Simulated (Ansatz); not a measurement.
# TaSi2: compression at zero temperature

The task here is to estimate one member of a computed series from the others.

Method: DFT r2SCAN, scalar-relativistic, plane waves, PAW, in Ansatz 0.2.0.

1 further run of the same task is left out (set aside as unsound or not needed).

## The structure to begin with

Symmetry: P6_422, No. 181, hexagonal system. Conventional cell: a = 4.780 Å, b = 4.780 Å, c = 6.555 Å, α = 90.00°, β = 90.00°, γ = 120.00°. Ta (site symmetry 222) is surrounded by 10 Si at 2.60 to 2.83 Å. Si (site symmetry 2) has 5 Si at 2.55 to 2.83 Å and 5 Ta at 2.60 to 2.83 Å in its first shell of neighbours.

Structure file:

```
Ta Si
1.0
     4.77997    0.00000    0.00000
    -2.38998    4.13957    0.00000
     0.00000    0.00000    6.55476
Ta Si
3 6
Direct
  0.50000 0.00000 0.00000
  0.50000 0.50000 0.66667
  0.00000 0.50000 0.33333
  0.15827 0.31655 0.00000
  0.84173 0.15827 0.66667
  0.68345 0.84173 0.33333
  0.84173 0.68345 0.00000
  0.15827 0.84173 0.66667
  0.31655 0.15827 0.33333
```

It is the result of an earlier relaxation at this level (volume 14.41 Å³/atom; gap on the mesh: none (metal)).

Set-up of the first run:

input.yaml reads:

```yaml
crystal:
  lattice:
    - [4.8104318064, 0.0, 0.0]
    - [-2.4052159032, 4.1659561475, 0.0]
    - [0.0, 0.0, 6.5965309533]
  atoms:
    - { symbol: Ta, position: [0.5, 0.0, 0.0] }
    - { symbol: Ta, position: [0.5, 0.5, 0.6666666667] }
    - { symbol: Ta, position: [0.0, 0.5, 0.3333333333] }
    - { symbol: Si, position: [0.1582725695, 0.3165451391, 0.0] }
    - { symbol: Si, position: [0.8417274305, 0.1582725695, 0.6666666667] }
    - { symbol: Si, position: [0.6834548609, 0.8417274305, 0.3333333333] }
    - { symbol: Si, position: [0.8417274305, 0.6834548609, 0.0] }
    - { symbol: Si, position: [0.1582725695, 0.8417274305, 0.6666666667] }
    - { symbol: Si, position: [0.3165451391, 0.1582725695, 0.3333333333] }
basis:
  ecutwfc: 500
kpoints:
  mp_grid: { grid: [12, 12, 6] }
hamiltonian:
  xc: r2scan
scf:
  occupations: { method: gaussian, width: 0.1 }
output:
  forces: true
  stress: true
  eigenvalues: true
relax:
  adjacent_minimum: "off"
  f_tol: 0.008
  max_steps: 50
  cell: { stress_tol: 0.08, p_target: -2.0 }
```

On the command line:

```bash
$ ansatz run input.yaml --threads 2 --pin off --max-ram 5120MiB --backend cpu --events-out ev --progress --plain --runs-dir out
```

Among the steps run: Target pressure -2 GPa; 2 GPa; Relaxing at 5 GPa; Relaxing at 10 GPa; Target pressure 20 GPa.

One table of the session follows, with a row left open; its other results are not shown here.

It belongs to the step «Volume, cell and gap against pressure». Lengths are those of the vectors of the cell that was run:

```
P (GPa)  V (Å³/atom)  a (Å)  b (Å)  c (Å)  ΔH (eV/atom)
     -2        14.56  4.799  4.799  6.573        -0.181
      0        14.41  4.780  4.780  6.555         0.000
      2        14.27  4.762  4.762  6.539         0.179
      5        14.06  4.736  4.736  6.515         0.444
     10            ?      ?      ?      ?             ?
     20        13.23  4.630  4.630  6.411         1.720
```

Estimate the missing values for P (GPa) = 10.

Worked estimate for «V (Å³/atom)». A straight line through the neighbours (5, 14.06) and (20, 13.23) gives 14.06 + (13.23 − 14.06) × (10 − 5) / (20 − 5) = 13.78; a parabola fitted to 3 rows on both sides gives 13.74.

**Answer.** V (Å³/atom): 13.75; a (Å): 4.697; b (Å): 4.697; c (Å): 6.478; ΔH (eV/atom): 0.878. In «V (Å³/atom)» the line misses by +0.03 and the parabola by -0.01.

ΔH is E + PV over the energy at zero pressure; a, b and c are the vectors of the computed cell. 

To keep in mind: Other structures may take over in this range; these runs cannot find them.
